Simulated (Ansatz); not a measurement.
Crystal: Sb.

```xyz
1
Lattice="-1.8713 1.8713 1.8713 1.8713 -1.8713 1.8713 1.8713 1.8713 -1.8713" Properties=species:S:1:pos:R:3 pbc="T T T"
Sb    0.0000    0.0000    0.0000
```

This isn't the form of Sb at room conditions, which is rhombohedral.

Base run:

```yaml
Program: Ansatz 0.2.0
Functional: PBEsol
Potentials_or_basis: Ansatz PAW
Cutoff: "420 eV (not typed: the program's choice for these potentials)"
k_mesh: 10 × 10 × 10
Occupations: fermi-dirac, width 0.05 eV
Spin: no spin polarisation
```

Its results: band gap on the k mesh none (metal or under the smearing width); pressure 0.0 GPa.

Question: After a change of settings the same cell gave: band gap on the k mesh none (metal or under the smearing width); pressure 9.0 GPa. Which change was it?
A. functional from PBEsol to r2SCAN; cutoff from 420 eV (not typed: the program's choice for these potentials) to 500 eV (not typed: the program's choice for these potentials)
B. functional from PBEsol to RPBE
C. functional from PBEsol to BLYP
D. functional from PBEsol to revPBE

Answer: C.

BLYP binds less tightly than PBEsol, so the same cell stands under more pressure.

Caveats: spin-orbit coupling is left out, which moves the levels of the heavy elements; the PAW data sets come from PBE, with cores solved anew for the run's functional, which leaves a small shift of forces and pressure.
